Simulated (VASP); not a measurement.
# PtSe2 (P-3m1) in VASP: a series of runs

The runs below take PtSe2 through relaxation of cell and atoms, vibrations by finite differences, with PBE+D3(BJ).

All numbers are computed with VASP 6.6.1; they aren't measurements. Logs are shortened: lines on timing, memory, paths and dates and some standing lists are left out, and cuts for length are marked.

### 1 Starting point

Symmetry: P-3m1, No. 164, trigonal system. Conventional cell: a = 3.724 Å, b = 3.724 Å, c = 5.062 Å, α = 90.00°, β = 90.00°, γ = 120.00°. Pt (site symmetry -3m) is surrounded by 6 Se at 2.49 Å. Se (site symmetry 3m) is surrounded by 3 Pt at 2.49 Å.

### 2 Relaxation of cell and atoms, PBE+D3(BJ)

The input, INCAR:

```
SYSTEM = PtSe2
PREC     = Accurate       ! precision mode
ENCUT    = 350            ! plane-wave cutoff, eV
EDIFF    = 1E-7           ! SCF threshold, eV
ISMEAR   = 0              ! smearing method
SIGMA    = 0.02           ! smearing width, eV
LREAL    = .False.        ! projectors in reciprocal space
LASPH    = .True.         ! aspherical terms in the spheres
NELM     = 80             ! most SCF steps
ALGO     = Fast           ! electronic algorithm
ISIF     = 3              ! what is computed and relaxed
LWAVE    = .False.        ! write WAVECAR
LCHARG   = .False.        ! write CHGCAR
GGA      = PE             ! functional
IVDW     = 12             ! dispersion correction
IBRION   = 2              ! ionic algorithm
NSW      = 80             ! ionic steps
EDIFFG   = -0.002         ! ionic threshold
KPAR     = 4
```

The input, KPOINTS:

```
regular mesh
0
Gamma
  9 9 6
  0 0 0
```

The input, POSCAR:

```
PtSe2
1.0
    3.7240000000      0.0000000000      0.0000000000
   -1.8620000000      3.2250786000      0.0000000000
    0.0000000000      0.0000000000      5.0620000000
Pt Se
1 2
Direct
    0.0000000000      0.0000000000      0.0000000000
    0.3333333300      0.6666666700      0.2500000000
    0.6666666700      0.3333333300      0.7500000000
```

Potentials or basis: VASP PAW PBE potentials, release 64 (Pt, Se).

On the command line:

```
$ cat potpaw_PBE.64/Pt/POTCAR potpaw_PBE.64/Se/POTCAR > POTCAR
$ mpirun -np 4 vasp_std > vasp.out
```

OUTCAR:

```text
SYSTEM = PtSe2
   PREC = Accurate
   ENCUT = 350
   EDIFF = 1E-7
   ISMEAR = 0
   LREAL = .False.
   LASPH = .True.
   NELM = 80
   ISIF = 3
   GGA = PE
   IVDW = 12
   IBRION = 2
   NSW = 80
   EDIFFG = -0.002
 IVDW          = 12

 ion  position               nearest neighbor table
   1  0.000  0.000  0.000-   2 2.49   3 2.49   2 2.49   3 2.49   3 2.49   2 2.49
   2  0.333  0.667  0.250-   1 2.49   1 2.49   1 2.49
   3  0.667  0.333  0.750-   1 2.49   1 2.49   1 2.49

  LATTYP: Found a hexagonal cell.
 ALAT       =     3.7240000000
 C/A-ratio  =     1.3592910849

  Lattice vectors:

 A1 = (   3.7240000000,   0.0000000000,   0.0000000000)
 A2 = (  -1.8620000000,   3.2250786000,   0.0000000000)
 A3 = (   0.0000000000,   0.0000000000,   5.0620000000)

Analysis of symmetry for initial positions (statically):
=====================================================================
 Subroutine PRICEL returns:
 Original cell was already a primitive cell.

 Routine SETGRP: Setting up the symmetry group for a
 hexagonal supercell.

 Subroutine GETGRP returns: Found 12 space group operations
 (whereof 12 operations were pure point group operations)
 out of a pool of 24 trial point group operations.

The static configuration has the point symmetry D_3d.

Analysis of symmetry for dynamics (positions and initial velocities):
=====================================================================
 Subroutine PRICEL returns:
 Original cell was already a primitive cell.

 Routine SETGRP: Setting up the symmetry group for a
 hexagonal supercell.

 Subroutine GETGRP returns: Found 12 space group operations
 (whereof 12 operations were pure point group operations)
 out of a pool of 24 trial point group operations.

The dynamic configuration has the point symmetry D_3d.

 Subroutine INISYM returns: Found 12 space group operations
 (whereof 12 operations are pure point group operations),
 and found     1 'primitive' translations

----------------------------------------------------------------------------------------

                                     Primitive cell

  volume of cell :      60.7956

  direct lattice vectors                    reciprocal lattice vectors
     3.724000000  0.000000000  0.000000000     0.268528464  0.155034981  0.000000000
    -1.862000000  3.225078600  0.000000000     0.000000000  0.310069962  0.000000000
     0.000000000  0.000000000  5.062000000     0.000000000  0.000000000  0.197550375

  length of vectors
     3.724000000  3.723999997  5.062000000     0.310069962  0.310069962  0.197550375

[... 94 lines left out ...]
   NUPDOWN=      -1.0000    fix difference up-down
   EMIN   =  10.00;   EMAX   =-10.00  energy-range for DOS
   EFERMI =   0.00;   METHOD = LEGACY
   ISMEAR =     0;   SIGMA  =   0.02  broadening in eV -4-tet -1-fermi 0-gaus
   EFERMI_NEDOS =   21; number of points for ismear=-14 and -15
   IALGO  =     68    algorithm
   IMIX   =      4    mixing-type and parameters
     AMIX     =   0.40;   BMIX     =  1.00
     AMIX_MAG =   1.60;   BMIX_MAG =  1.00
  volume/ion in A,a.u.               =      20.27       136.76
  Fermi-wavevector in a.u.,A,eV,Ry     =   1.166608  2.204570 18.517184  1.360975
  Thomas-Fermi vector in A             =   2.303119
   LORBIT       =      0    0 simple, 1 ext, 2 COOP (PROOUT), +10 PAW based schemes
   GGA     = PE    functional components
   LHFCALC =     F    Hartree Fock is set to
   AEXX    =    0.0000 exact exchange contribution
   IVDW    =    12    specifies the selected vdW correction
   LEPSILON=     F    determine dielectric tensor
   LRPA    =     F    only Hartree local field effects (RPA)
 conjugate gradient relaxation of ions
 non-spin polarized calculation
 RMM-DIIS sequential band-by-band and
 Gauss-broadening in eV      SIGMA  =   0.02
  energy-cutoff  :      350.00
  volume of cell :       60.80
 maximum number of plane-waves:       920
 NGX is ok and might be reduce to    24
   NGX = 11   NGY = 11   NGZ = 15

--------------------------------------- Ionic step        1  -------------------------------------------

 number of electron      22.0000002 magnetization

 Free energy of the ion-electron system (eV)
  ---------------------------------------------------
  ext. energy  EPLUGINS =         0.00000000
  ---------------------------------------------------
  free energy    TOTEN  =       -14.18459440 eV

  energy without entropy =      -14.18443692  energy(sigma->0) =      -14.18451566

------------------------ aborting loop because EDIFF is reached ----------------------------------------

 Edisp (eV)   -1.43094

 E8    (eV) :    -0.6140
[... 108 lines left out ...]
  FREE ENERGIE OF THE ION-ELECTRON SYSTEM (eV)
  ---------------------------------------------------
  free  energy   TOTEN  =       -15.6379124317 eV

  energy  without entropy=      -15.6377729482  energy(sigma->0) =      -15.63784269

[... ionic steps 4 to 17 ...]

--------------------------------------- Ionic step       18  -------------------------------------------

 number of electron      21.9999995 magnetization

------------------------ aborting loop because EDIFF is reached ----------------------------------------
[... 77 lines left out ...]
--------------------------------------- Ionic step       20  -------------------------------------------

 number of electron      21.9999995 magnetization

 Free energy of the ion-electron system (eV)
  ---------------------------------------------------
  ext. energy  EPLUGINS =         0.00000000
  ---------------------------------------------------
  free energy    TOTEN  =       -14.19090773 eV

  energy without entropy =      -14.19061583  energy(sigma->0) =      -14.19076178

 E-fermi :   6.7728     XC(G=0): -10.8429

 val. band max:        6.7252215761   @ k =   0.3333   0.3333   0.0000
 cond. band min:       6.7763104434   @ k =  -0.1111   0.4444   0.1667
 fundamental gap:      0.0510888673
 Fermi energy:         6.7727827011

 k-point     1 :       0.0000    0.0000    0.0000
  band No.  band energies     occupation
      1      -8.9324      2.00000
      2      -5.8139      2.00000
      3      -0.3830      2.00000
      4       0.5244      2.00000
      5       0.5244      2.00000
      6       2.9600      2.00000
      7       2.9600      2.00000
      8       4.2732      2.00000
      9       5.7549      2.00000
     10       5.7549      2.00000
     11       7.5505      0.00000
     12       7.8121      0.00000
     13       7.8121      0.00000
     14      10.1104      0.00000
[... 401 lines left out ...]
      2      -6.3644      2.00000
      3       0.1541      2.00000
      4       0.8263      2.00000
      5       1.1358      2.00000
      6       1.8237      2.00000
      7       2.5609      2.00000
      8       3.4051      2.00000
      9       4.4091      2.00000
     10       4.8254      2.00000
     11       6.2970      2.00000
     12       7.1048      0.00000
     13       8.1480      0.00000
     14      11.4041      0.00000
     15      12.9646      0.00000

 [... further k-points ...]

------------------------ aborting loop because EDIFF is reached ----------------------------------------

 Edisp (eV)   -1.47544

 E8    (eV) :    -0.6339
[... 26 lines left out ...]
  FREE ENERGIE OF THE ION-ELECTRON SYSTEM (eV)
  ---------------------------------------------------
  free  energy   TOTEN  =       -15.6663444407 eV

  energy  without entropy=      -15.6660525426  energy(sigma->0) =      -15.66619849

 reached required accuracy - stopping structural energy minimisation
```

CONTCAR:

```text
PtSe2
   1.00000000000000
     3.7674028106109727   -0.0000000000000000   -0.0000000000000000
    -1.8837014053054864    3.2626665364576679    0.0000000000000000
     0.0000000000000000   -0.0000000000000000    4.8163571026599525
  Pt              Se
     1     2
Direct
     0.0000000000000000    1.0000000000000000    0.0000000000000000
     0.3333333300000021    0.6666666699999979    0.2663124702998744
     0.6666666699999979    0.3333333300000021    0.7336875297001256

  0.00000000E+00  0.00000000E+00  0.00000000E+00
  0.00000000E+00  0.00000000E+00  0.00000000E+00
  0.00000000E+00  0.00000000E+00  0.00000000E+00
```

Wall time 2.2 min (4 MPI ranks of AMD EPYC 7R13 (Zen 3), shared host); peak memory 0.16 GiB.

Results:

```yaml
Free_energy: -15.6663 eV
Relaxed_volume: 19.73 Å³/atom
Relaxed_cell: a = 3.767 Å, b = 3.767 Å, c = 4.816 Å, α = 90.00°, β = 90.00°, γ = 120.00°
Space_group_after_relaxing_to_0.05_Å: P-3m1 (No. 164)
Energy_gained_by_relaxing: 16.9 meV/atom
Ionic_steps: 20
Pressure_after_relaxing: 0.0 GPa
Band_gap_on_the_k_mesh: none (metal or under the smearing width)
Dispersion_energy_per_atom: -0.492 eV
```

The path:
```csv
step,energy change (eV),largest force (eV/Å),pressure (GPa),volume (Å³)
1,0.0000,0.6169,3.27,60.80
2,0.0279,0.3597,-5.71,64.51
3,-0.0224,0.1965,-0.66,62.23
4,-0.0287,0.1615,-0.57,61.81
5,-0.0426,0.0508,-0.21,60.54
6,-0.0390,0.2214,1.07,58.04
7,-0.0470,0.0222,0.23,59.62
8,-0.0472,0.0465,0.33,59.40
9,-0.0487,0.1428,-1.08,59.53
10,-0.0494,0.1064,-0.57,59.49
11,-0.0497,0.0557,0.61,58.76
12,-0.0507,0.0195,0.05,59.10
13,-0.0507,0.0211,0.03,59.11
14,-0.0508,0.0147,-0.02,59.16
15,-0.0508,0.0089,-0.07,59.21
16,-0.0508,0.0122,0.09,59.17
17,-0.0508,0.0024,0.01,59.19
18,-0.0508,0.0009,0.00,59.19
19,-0.0508,0.0002,0.01,59.20
20,-0.0508,0.0012,0.01,59.20
```

Final structure:
```cif
data_structure
_symmetry_space_group_name_H-M 'P 1'
_symmetry_Int_Tables_number 1
_cell_length_a 3.7674
_cell_length_b 3.7674
_cell_length_c 4.8164
_cell_angle_alpha 90.000
_cell_angle_beta 90.000
_cell_angle_gamma 120.000
_cell_volume 59.20
loop_
_atom_site_label
_atom_site_type_symbol
_atom_site_fract_x
_atom_site_fract_y
_atom_site_fract_z
_atom_site_occupancy
Pt1 Pt 0.00000 0.00000 0.00000 1
Se1 Se 0.33333 0.66667 0.26631 1
Se2 Se 0.66667 0.33333 0.73369 1
```

Caveat: pairwise dispersion overbinds metals, which lowers pressure and volume. Spin-orbit coupling is left out, which matters for the levels of Pt.

### 3 Relaxation of cell and atoms, PBE+D3(BJ)

This run uses another cell than the first one, of 19.73 Å³/atom, 0.974 times its volume.

INCAR is that of step 2.

KPOINTS is that of step 2.

The input, POSCAR:

```
PtSe2                                   
1.0
    3.7674028106     -0.0000000000     -0.0000000000
   -1.8837014053      3.2626665365      0.0000000000
    0.0000000000     -0.0000000000      4.8163571027
  Pt              Se            
     1     2
Direct
     0.0000000000000000    1.0000000000000000    0.0000000000000000
     0.3333333300000021    0.6666666699999979    0.2663124702998744
     0.6666666699999979    0.3333333300000021    0.7336875297001256
```

Potentials or basis: VASP PAW PBE potentials, release 64 (Pt, Se).

On the command line:

```
$ cat potpaw_PBE.64/Pt/POTCAR potpaw_PBE.64/Se/POTCAR > POTCAR
$ mpirun -np 4 vasp_std > vasp.out
```

It took 33 s on 4 MPI ranks of AMD EPYC 7R13 (Zen 3), shared host; peak memory 0.15 GiB.

It converged, with:

```
Free energy                            : -15.6649 eV
Relaxed volume                         : 19.72 Å³/atom
Relaxed cell                           : a = 3.769 Å, b = 3.769 Å, c = 4.811 Å, α = 90.00°, β = 90.00°, γ = 120.00°
Space group after relaxing (to 0.05 Å) : P-3m1 (No. 164)
Energy gained by relaxing              : 0.0 meV/atom
Ionic steps                            : 7
Pressure after relaxing                : 0.0 GPa
Band gap on the k mesh                 : none (metal or under the smearing width)
Dispersion energy per atom             : -0.492 eV
```

Final structure:
```
Pt Se
1.0
     3.76861    0.00000    0.00000
    -1.88430    3.26371    0.00000
     0.00000    0.00000    4.81091
Pt Se
1 2
Direct
  0.00000 0.00000 0.00000
  0.33333 0.66667 0.26637
  0.66667 0.33333 0.73363
```

Levels at points of the mesh, in eV from the Fermi level:
| k point | band 8 | band 9 | band 10 | band 11 | band 12 | band 13 | band 14 | band 15 |
| --- | --- | --- | --- | --- | --- | --- | --- | --- |
| (0.00, 0.00, 0.00) | -2.50 | -1.02 | -1.02 | 0.78 | 1.04 | 1.04 | 3.33 | 4.11 |
| (0.00, 0.00, 0.50) | -2.93 | -1.74 | -1.74 | -1.72 | 2.32 | 2.32 | 4.99 | 6.54 |

Caveat: pairwise dispersion overbinds metals, which lowers pressure and volume. Spin-orbit coupling is left out, which matters for the levels of Pt.

[end of part 1 of 2]
